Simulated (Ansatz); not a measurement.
A SnO cell: a random packing after short dynamics, relaxed.

```xyz
18
Lattice="5.9441 -0.3999 -0.4887 -0.4581 7.0083 -0.2017 -0.4638 -0.1964 8.5110" Properties=species:S:1:pos:R:3 pbc="T T T"
Sn    1.5540    1.7646    6.8077
Sn    0.0041    5.0533    7.0390
Sn    1.8172    3.8709    2.4885
Sn   -0.4270    6.4591    3.8526
Sn    5.1275    2.2059    0.1066
Sn    2.1305    0.6008    1.7888
Sn    3.7581    5.4283    0.1654
Sn    2.7964    6.1088    5.2004
Sn    4.5957    2.4908    3.9779
O     3.9146    0.5458    0.6140
O     0.8057   -0.0510    5.9560
O     1.7348    5.4675    1.0383
O    -0.1826    3.1637    2.6005
O     0.9824    1.4686    0.1842
O     2.1787    5.0044    6.8813
O     4.3186    4.5981    4.3805
O     0.0899    3.0654    6.0259
O     1.3138    5.2057    3.9820
```

All numbers below come from Ansatz, DFT PBE+D3(BJ), scalar-relativistic, plane waves, PAW.

Cutoff 420 eV; k points 4×3×3 on the computed 18-atom cell (Γ-centred); Gaussian smearing, width 0.02 eV; no spin polarisation.

Problem. Describe its local order.

Solution. Counting as bonded all pairs within 1.2 times the summed covalent radii, but none from a metal cation to another cation:

```
atom → neighbour mean count mean length (Å) spread (Å)
          O → Sn        3.00             2.16        0.06
          Sn → O        3.00             2.16        0.06
```

Angles between all pairs of such bonds at an atom (mean ± spread): 118 ± 11° at O, 92 ± 9° at Sn.

Problem. Does it have a gap?

Solution. It has a gap on the mesh of 1.30 eV. Levels at Γ next to the Fermi level (eV from it): -2.15, -1.81, -1.39, -1.32, -1.09, -0.79, 1.13, 1.40, 1.69, 1.88, 2.33, 2.60.

An odd mesh misses points on the zone edge, so a gap read on it can be too wide.

Cost: 2 runs of about 30 core-minutes in all (earlier runs that led there not counted), on Intel Xeon Processor @ 2.70GHz (shared hosts).